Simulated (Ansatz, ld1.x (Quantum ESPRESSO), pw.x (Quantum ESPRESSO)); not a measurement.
# Pd: does the RRKJ potential hold in the solid?

- Element: palladium
- Generator: ld1.x (Quantum ESPRESSO) 7.5
- Type: norm-conserving RRKJ (Kleinman–Bylander form)
- Functional: PBE
- Relativity: scalar-relativistic
- Frozen core: [Kr]
- Valence charge: 10
- Reference configuration: 4d10 5s0 5p0
- Partial waves: 5p (bound, empty): rc 2.70 bohr; 4d (bound): rc 1.35 bohr; 5s (bound, empty): rc 2.60 bohr
- Local potential: the s channel
- Core correction: Bessel-smoothed model core inside 1.35 bohr

Atomic tests: cutoffs needed: 60 Ry and 100 Ry (the cutoffs (Ry, on a coarse ladder) from which the occupation-weighted sum of valence levels, in a spherical-Bessel basis at the reference potential, stays within 10 and 1 mRy of its value at 400 Ry); ghost test: no extra level below or beside the all-electron valence levels (p, d, s, f tested) (spherical-Bessel basis up to 400 Ry, 20 bohr box); configuration tests: 1 of 7 tests not solved or not reliable.

Crystal test: bcc Pd in pw.x 7.5, no spin, 15³ k-points, Fermi–Dirac smearing 0.01 Ry, cutoffs 120/480 Ry. The reference is all-electron LAPW (Ansatz 0.2.0) with the same functional, mesh and smearing; V0 and B0 come from Birch–Murnaghan fits to the pressures at five volumes. Errors are pseudo minus all-electron; Δ is the rms difference of the E(V) curves that follow from these fits, minima aligned, over ±6 % about the mean V0. Mesh and smearing are coarse, so the numbers serve the comparison and aren't converged zero-temperature values; the lattice is a test structure that the element need not adopt.

```tsv
V (Å³/atom)	P all-electron (GPa)	P pseudo (GPa)
14.737	9.15	19.99
15.125	4.05	13.90
15.513	-0.29	8.70
15.901	-3.96	4.25
16.289	-7.08	0.45
```

All-electron: a0 = 3.140 Å (V0 = 15.49 Å³/atom), B0 = 161.1 GPa.

Pseudopotential: mean pressure error (GPa): +9.09. The pressure does not cross zero within the volumes sampled, so no fit is given. The largest radius (2.70 bohr) exceeds half the bond length (2.57 bohr), so the spheres overlap, which is one possible source of error among others. This is a poor potential for the solid. Atomic configuration tests: 1 of 7 tests not solved or not reliable.

At the middle volume, how do free energy and pressure move when the wave cutoff is lowered (ecutrho kept at four times it)?

```json
{"cutoff (Ry)": "54", "shift of F (meV/atom)": "+280.4", "shift of P (GPa)": "-23.73"}
{"cutoff (Ry)": "72", "shift of F (meV/atom)": "+43.1", "shift of P (GPa)": "-0.11"}
{"cutoff (Ry)": "96", "shift of F (meV/atom)": "+7.2", "shift of P (GPa)": "-0.73"}
```

Input at the middle volume:

```
&control
  calculation='scf', prefix='x', pseudo_dir='./', outdir='./tmp', tstress=.true., disk_io='low'
/
&system
  ibrav=0, nat=1, ntyp=1, ecutwfc=120, ecutrho=480, nbnd=12,
  occupations='smearing', smearing='fd', degauss=0.01
/
&electrons
  conv_thr=1e-09, mixing_beta=0.4, electron_maxstep=70
/
ATOMIC_SPECIES
Pd 1.0 Pd.UPF
CELL_PARAMETERS angstrom
  -1.57112932 1.57112932 1.57112932
  1.57112932 -1.57112932 1.57112932
  1.57112932 1.57112932 -1.57112932
ATOMIC_POSITIONS crystal
Pd 0.0000 0.0000 0.0000
K_POINTS automatic
15 15 15 0 0 0
```

```bash
pw.x < Pd.scf.in > Pd.scf.out
```

Lines of the output:

```
Message from routine setup:
     using ibrav=0 with symmetry is DISCOURAGED, use correct ibrav instead
     lattice parameter (alat)  =       5.1425  a.u.
     unit-cell volume          =     104.6869 (a.u.)^3
     number of electrons       =        10.00
     number of Kohn-Sham states=           12
     kinetic-energy cutoff     =     120.0000  Ry
     charge density cutoff     =     480.0000  Ry
     scf convergence threshold =      1.0E-09
     Exchange-correlation= PBE
     number of k points=   120  Fermi-Dirac smearing, width (Ry)=  0.0100
     iteration #  1     ecut=   120.00 Ry     beta= 0.40
     total energy              =     -80.15393290 Ry
     estimated scf accuracy    <       0.25708349 Ry
     iteration #  2     ecut=   120.00 Ry     beta= 0.40
     total energy              =     -80.20287393 Ry
     estimated scf accuracy    <       0.00096038 Ry
     iteration #  3     ecut=   120.00 Ry     beta= 0.40
     total energy              =     -80.20305502 Ry
     estimated scf accuracy    <       0.00028810 Ry
     iteration #  4     ecut=   120.00 Ry     beta= 0.40
     total energy              =     -80.20306246 Ry
     estimated scf accuracy    <       0.00000519 Ry
     iteration #  5     ecut=   120.00 Ry     beta= 0.40
     total energy              =     -80.20306295 Ry
     estimated scf accuracy    <       0.00000015 Ry
     iteration #  6     ecut=   120.00 Ry     beta= 0.40
     total energy              =     -80.20306296 Ry
     estimated scf accuracy    <          5.7E-09 Ry
     iteration #  7     ecut=   120.00 Ry     beta= 0.40
     the Fermi energy is    13.2778 ev
!    total energy              =     -80.20306297 Ry
     estimated scf accuracy    <          3.4E-10 Ry
     smearing contrib. (-TS)   =      -0.00560689 Ry
     The total energy is F=E-TS. E is the sum of the following terms:
     one-electron contribution =       8.20714141 Ry
     hartree contribution      =       8.02764648 Ry
     xc contribution           =     -35.14513723 Ry
     ewald contribution        =     -61.28710674 Ry
     convergence has been achieved in   7 iterations
          total   stress  (Ry/bohr**3)                   (kbar)     P=       86.99
```

The run at the middle volume (120 k-points, 7 iterations) took about 24 s on one core of a shared host (Neoverse-V2, 32 threads, 247 GiB, load 19).
